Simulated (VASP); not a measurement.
# TiB5 (P6/mmm) in VASP: relaxation of cell and atoms with PBE

Aim: the relaxation of cell and atoms of TiB5 with PBE.

All numbers are computed with VASP 6.6.1; they aren't measurements. Logs are shortened: lines on timing, memory, paths and dates and some standing lists are left out, and cuts for length are marked.

## 1. The structure

Symmetry: P6/mmm, No. 191, hexagonal system. The conventional cell has a = 4.159 Å, b = 4.159 Å, c = 2.893 Å, α = 90.00°, β = 90.00°, γ = 120.00°. Around Ti (site symmetry 6/mmm) lie 18 B at 2.40 to 2.53 Å. B (site symmetry mmm) has 8 B at 1.88 to 2.08 Å as nearest neighbours. Around B (site symmetry -6m2) lie 6 B at 1.88 Å.

The cell was built by a generator and needn't be a form met in nature.

## 2. Relaxation of cell and atoms, PBE

File INCAR:

```
ALGO     = Normal         # electronic algorithm
EDIFF    = 1E-6           # SCF threshold, eV
EDIFFG   = -0.01          # ionic threshold
ENCUT    = 600            # plane-wave cutoff, eV
GGA      = PE             # functional
IBRION   = 2              # ionic algorithm
ISIF     = 3              # what is computed and relaxed
ISMEAR   = 0              # smearing method
LASPH    = True           # aspherical terms in the spheres
LCHARG   = False          # write CHGCAR
LREAL    = False          # projectors in reciprocal space
LWAVE    = False          # write WAVECAR
NELM     = 100            # most SCF steps
NSW      = 60             # ionic steps
PREC     = Accurate       # precision mode
SIGMA    = 0.05           # smearing width, eV
```

File KPOINTS:

```
k-points
0
Gamma
  7 7 9
```

File POSCAR:

```
TiB5
1.0
    4.1585100000      0.0000000000      0.0000000000
   -2.0792500000      3.6013700000      0.0000000000
    0.0000000000      0.0000000000      2.8932800000
Ti B
1 5
Direct
    0.0000000000      0.0000000000      0.0000000000
    0.0000000000      0.5000000000      0.5000000000
    0.3333300000      0.6666700000      0.0000000000
    0.6666700000      0.3333300000      0.0000000000
    0.5000000000      0.0000000000      0.5000000000
    0.5000000000      0.5000000000      0.5000000000
```

Potentials or basis: VASP PAW PBE potentials, release 64 (Ti_sv, B).

Launch:

```
$ cat potpaw_PBE.64/Ti_sv/POTCAR potpaw_PBE.64/B/POTCAR > POTCAR
$ mpirun -np 1 vasp_std > vasp.out
```

OUTCAR:

```text
EDIFF = 1E-6
   EDIFFG = -0.01
   ENCUT = 600
   GGA = PE
   IBRION = 2
   ISIF = 3
   ISMEAR = 0
   LASPH = True
   LREAL = False
   NELM = 100
   NSW = 60
   PREC = Accurate

 ion  position               nearest neighbor table
   1  0.000  0.000  0.000-   3 2.40   4 2.40   3 2.40   4 2.40   4 2.40   3 2.40   2 2.53   2 2.53
                             2 2.53   2 2.53   6 2.53   6 2.53   6 2.53   6 2.53   5 2.53   5 2.53
   2  0.000  0.500  0.500-   3 1.88   4 1.88   3 1.88   4 1.88   5 2.08   5 2.08   6 2.08   6 2.08
                             1 2.53   1 2.53   1 2.53   1 2.53
   3  0.333  0.667  0.000-   5 1.88   5 1.88   2 1.88   2 1.88   6 1.88   6 1.88   1 2.40   1 2.40
                             1 2.40
   4  0.667  0.333  0.000-   5 1.88   5 1.88   2 1.88   2 1.88   6 1.88   6 1.88   1 2.40   1 2.40
                             1 2.40
   5  0.500  0.000  0.500-   3 1.88   4 1.88   3 1.88   4 1.88   6 2.08   6 2.08   2 2.08   2 2.08
                             1 2.53   1 2.53   1 2.53   1 2.53
   6  0.500  0.500  0.500-   3 1.88   4 1.88   3 1.88   4 1.88   5 2.08   5 2.08   2 2.08   2 2.08
                             1 2.53   1 2.53   1 2.53   1 2.53

  LATTYP: Found a hexagonal cell.
 ALAT       =     4.1585100000
 C/A-ratio  =     0.6957491986

  Lattice vectors:

 A1 = (   4.1585100000,   0.0000000000,   0.0000000000)
 A2 = (  -2.0792500000,   3.6013700000,   0.0000000000)
 A3 = (   0.0000000000,   0.0000000000,   2.8932800000)

Analysis of symmetry for initial positions (statically):
=====================================================================
 Subroutine PRICEL returns:
 Original cell was already a primitive cell.

 Routine SETGRP: Setting up the symmetry group for a
 hexagonal supercell.

 Subroutine GETGRP returns: Found  8 space group operations
 (whereof  8 operations were pure point group operations)
 out of a pool of 24 trial point group operations.

The static configuration has the point symmetry D_2h.

Analysis of symmetry for dynamics (positions and initial velocities):
=====================================================================
 Subroutine PRICEL returns:
 Original cell was already a primitive cell.

 Routine SETGRP: Setting up the symmetry group for a
 hexagonal supercell.

 Subroutine GETGRP returns: Found  8 space group operations
 (whereof  8 operations were pure point group operations)
 out of a pool of 24 trial point group operations.

The dynamic configuration has the point symmetry D_2h.

 Subroutine INISYM returns: Found  8 space group operations
 (whereof  8 operations are pure point group operations),
 and found     1 'primitive' translations

----------------------------------------------------------------------------------------

                                     Primitive cell

  volume of cell :      43.3307

  direct lattice vectors                    reciprocal lattice vectors
     4.158510000  0.000000000  0.000000000     0.240470746  0.138835720  0.000000000
    -2.079250000  3.601370000  0.000000000     0.000000000  0.277672108  0.000000000
     0.000000000  0.000000000  2.893280000     0.000000000  0.000000000  0.345628491

  length of vectors
     4.158510000  4.158502908  2.893280000     0.277671635  0.277672108  0.345628491

  position of ions in fractional coordinates (direct lattice)
     0.000000000  0.000000000  0.000000000
     1.000000000  0.500000000  0.500000000
     0.333330000  0.666670000  0.000000000
     0.666670000  0.333330000  0.000000000
     0.500000000  0.000000000  0.500000000
     0.500000000  0.500000000  0.500000000

  ion indices of the primitive-cell ions
   primitive index   ion index
                 1           1
                 2           2
                 3           3
                 4           4
                 5           5
                 6           6

----------------------------------------------------------------------------------------

 KPOINTS: k-points

Automatic generation of k-mesh.
 Grid dimensions read from file:
 generate k-points for:    7    7    9

 Generating k-lattice:

  Cartesian coordinates                     Fractional coordinates (reciprocal lattice)
     0.034352964  0.019833674  0.000000000     0.142857143  0.000000000  0.000000000
     0.000000000  0.039667444  0.000000000     0.000000000  0.142857143  0.000000000
     0.000000000  0.000000000  0.038403166     0.000000000  0.000000000  0.111111111

  Length of vectors
     0.039667376  0.039667444  0.038403166

  Shift w.r.t. Gamma in fractional coordinates (k-lattice)
     0.000000000  0.000000000  0.000000000

 Subroutine IBZKPT returns following result:
 ===========================================

 Found     80 irreducible k-points:

 Following reciprocal coordinates:
            Coordinates               Weight
  0.000000  0.000000  0.000000      1.000000
  0.142857  0.000000  0.000000      4.000000
 -0.142857  0.142857  0.000000      2.000000
  0.285714  0.000000  0.000000      4.000000
 -0.285714  0.285714  0.000000      2.000000
  0.428571  0.000000  0.000000      4.000000
[... 16 lines left out ...]
 -0.428571  0.428571  0.111111      4.000000
  0.142857  0.142857  0.111111      4.000000
 [... further k-points ...]
   k-points           NKPTS =     80   k-points in BZ     NKDIM =     80   number of bands    NBANDS=     17
   number of dos      NEDOS =    301   number of ions     NIONS =      6
   total plane-waves  NPLWV =  31104
   dimension x,y,z NGX =    36 NGY =   36 NGZ =   24
   dimension x,y,z NGXF=    72 NGYF=   72 NGZF=   48
   ions per type =               1   5
   NGX,Y,Z   is equivalent  to a cutoff of  14.39, 14.39, 13.79 a.u.
   NGXF,Y,Z  is equivalent  to a cutoff of  28.78, 28.78, 27.58 a.u.
 SYSTEM =  unknown system
   PREC   = accura    normal or accurate (medium, high low for compatibility)
   ISTART =      0    job   : 0-new  1-cont  2-samecut
   ICHARG =      2    charge: 1-file 2-atom 10-const
   ISPIN  =      1    spin polarized calculation?
   LNONCOLLINEAR =      F non collinear calculations
   LSORBIT =      F    spin-orbit coupling
   LASPH  =      T    aspherical Exc in radial PAW
   ENCUT  =  600.0 eV  44.10 Ry    6.64 a.u.   8.31  8.31  5.78*2*pi/ulx,y,z
   NELM   =    100;   NELMIN=  2; NELMDL= -5     # of ELM steps
   EDIFF  = 0.1E-05   stopping-criterion for ELM
   LREAL  =      F    real-space projection
   EDIFFG = -.1E-01   stopping-criterion for IOM
   NSW    =     60    number of steps for IOM
   IBRION =      2    ionic relax: 0-MD 1-quasi-New 2-CG
   NFREE  =      1    steps in history (QN), initial steepest desc. (CG)
   ISIF   =      3    stress and relaxation
   ISYM   =      2    0-nonsym 1-usesym 2-fastsym
   POTIM  = 0.5000    time-step for ionic-motion
   TEBEG  =    0.0;   TEEND  =   0.0 temperature during run
   PSTRESS=    0.0 pullay stress
   NELECT =      27.0000    total number of electrons
   NUPDOWN=      -1.0000    fix difference up-down
   EMIN   =  10.00;   EMAX   =-10.00  energy-range for DOS
   EFERMI =   0.00;   METHOD = LEGACY
   ISMEAR =     0;   SIGMA  =   0.05  broadening in eV -4-tet -1-fermi 0-gaus
   EFERMI_NEDOS =   21; number of points for ismear=-14 and -15
   IALGO  =     38    algorithm
   IMIX   =      4    mixing-type and parameters
     AMIX     =   0.40;   BMIX     =  1.00
     AMIX_MAG =   1.60;   BMIX_MAG =  1.00
  volume/ion in A,a.u.               =       7.22        48.74
  Fermi-wavevector in a.u.,A,eV,Ry     =   1.398291  2.642386 26.602336  1.955217
  Thomas-Fermi vector in A             =   2.521463
   LORBIT       =      0    0 simple, 1 ext, 2 COOP (PROOUT), +10 PAW based schemes
   GGA     = PE    functional components
   LHFCALC =     F    Hartree Fock is set to
   AEXX    =    0.0000 exact exchange contribution
   IVDW    =     0    specifies the selected vdW correction
   LEPSILON=     F    determine dielectric tensor
   LRPA    =     F    only Hartree local field effects (RPA)
 conjugate gradient relaxation of ions
 non-spin polarized calculation
 Gauss-broadening in eV      SIGMA  =   0.05
  energy-cutoff  :      600.00
  volume of cell :       43.33
 maximum number of plane-waves:      1462
 NGX is ok and might be reduce to    36
   NGX = 17   NGY = 17   NGZ = 11

--------------------------------------- Ionic step        1  -------------------------------------------

 number of electron      27.0000000 magnetization

 Free energy of the ion-electron system (eV)
  ---------------------------------------------------
  ext. energy  EPLUGINS =         0.00000000
  ---------------------------------------------------
  free energy    TOTEN  =       -38.94265442 eV

  energy without entropy =      -38.93722451  energy(sigma->0) =      -38.93993947

------------------------ aborting loop because EDIFF is reached ----------------------------------------

  FORCE on cell =-STRESS in cart. coord.  units (eV):
  Direction    XX          YY          ZZ          XY          YZ          ZX
  --------------------------------------------------------------------------------------
  -------------------------------------------------------------------------------------
  Total       -0.0418946     -0.0420274      0.4589774     -0.0001152      0.0000000      0.0000000
  in kB       -1.5490748     -1.5539844     16.9709419     -0.0042580      0.0000000      0.0000000
  external PRESSURE =       4.6226276 kB  Pullay stress =       0.0000000 kB
[... 105 lines left out ...]
  energy  without entropy=      -38.9382422107  energy(sigma->0) =      -38.94077641

--------------------------------------- Ionic step        4  -------------------------------------------

 number of electron      27.0000000 magnetization

 Free energy of the ion-electron system (eV)
  ---------------------------------------------------
  ext. energy  EPLUGINS =         0.00000000
  ---------------------------------------------------
  free energy    TOTEN  =       -38.94339199 eV

  energy without entropy =      -38.93838859  energy(sigma->0) =      -38.94089029

 E-fermi :  10.4743     XC(G=0): -12.8729

 val. band max:       10.4694603648   @ k =  -0.1429   0.2857   0.4444
 cond. band min:      10.4942268453   @ k =   0.4286   0.0000   0.4444
 fundamental gap:      0.0247664804
 Fermi energy:        10.4743026330

 k-point     1 :       0.0000    0.0000    0.0000
  band No.  band energies     occupation
      1     -46.4485      2.00000
      2     -22.8328      2.00000
      3     -22.8328      2.00000
      4     -22.5337      2.00000
      5      -6.2735      2.00000
      6       0.0149      2.00000
[... 9 lines left out ...]
     16      13.6537      0.00000
     17      13.6654      0.00000
[... 443 lines left out ...]
      1     -46.4428      2.00000
      2     -22.8420      2.00000
      3     -22.8317      2.00000
      4     -22.5799      2.00000
      5      -5.5452      2.00000
      6      -1.6724      2.00000
[... 9 lines left out ...]
     16      13.0709      0.00000
     17      13.7700      0.00000

 [... further k-points ...]

------------------------ aborting loop because EDIFF is reached ----------------------------------------

  FORCE on cell =-STRESS in cart. coord.  units (eV):
  Direction    XX          YY          ZZ          XY          YZ          ZX
  --------------------------------------------------------------------------------------
  -------------------------------------------------------------------------------------
  Total        0.0106373      0.0105883     -0.0010570     -0.0000424      0.0000000      0.0000000
  in kB        0.3929843      0.3911728     -0.0390510     -0.0015673      0.0000000      0.0000000
  external PRESSURE =       0.2483687 kB  Pullay stress =       0.0000000 kB
[... 21 lines left out ...]
  FREE ENERGIE OF THE ION-ELECTRON SYSTEM (eV)
  ---------------------------------------------------
  free  energy   TOTEN  =       -38.9433919864 eV

  energy  without entropy=      -38.9383885929  energy(sigma->0) =      -38.94089029

 reached required accuracy - stopping structural energy minimisation
```

It took 2 min on 1 thread of AMD EPYC 9R45 (Zen 5), shared host; peak memory 0.2 GiB.

Results:

```
Free energy                            : -38.9434 eV
Relaxed volume                         : 7.23 Å³/atom
Relaxed cell                           : a = 4.154 Å, b = 4.154 Å, c = 2.902 Å, α = 90.00°, β = 90.00°, γ = 120.00°
Space group after relaxing (to 0.05 Å) : P6/mmm (No. 191)
Energy gained by relaxing              : 0.1 meV/atom
Ionic steps                            : 4
Pressure after relaxing                : 0.0 GPa
Band gap on the k mesh                 : none (metal or under the smearing width)
```

Step by step:
| step | energy change (eV) | largest force (eV/Å) | pressure (GPa) | volume (Å³) |
| --- | --- | --- | --- | --- |
| 1 | 0.0000 | 0.0001 | 0.46 | 43.33 |
| 2 | -0.0006 | 0.0001 | -0.47 | 43.46 |
| 3 | -0.0007 | 0.0001 | -0.29 | 43.43 |
| 4 | -0.0007 | 0.0001 | 0.02 | 43.37 |

Final structure:
```xyz
6
Lattice="4.1538 0.0000 0.0000 -2.0769 3.5973 0.0000 0.0000 0.0000 2.9023" Properties=species:S:1:pos:R:3 pbc="T T T"
Ti    0.0000    0.0000    0.0000
B    -1.0385    1.7987    1.4511
B     0.0000    2.3982    0.0000
B     2.0769    1.1991    0.0000
B     2.0769    0.0000    1.4511
B     1.0385    1.7987    1.4511
```

Levels at points of the mesh, in eV from the Fermi level:
```
           k point  band 10  band 11  band 12  band 13  band 14  band 15  band 16  band 17
(0.00, 0.00, 0.00)    -5.57    -5.57    -2.72     1.45     1.45     2.01     3.18     3.19
```

## 3. The reference run

An earlier run on the cell as given: functional PBE; potentials or basis VASP PAW PBE potentials, release 64 (Ti_sv, B); cutoff 520 eV; k mesh 7 × 7 × 9; occupations fermi-dirac, width 0.05 eV; no spin polarisation.

* Pressure: 0.4 GPa
* Band gap on the k mesh: none (metal or under the smearing width)
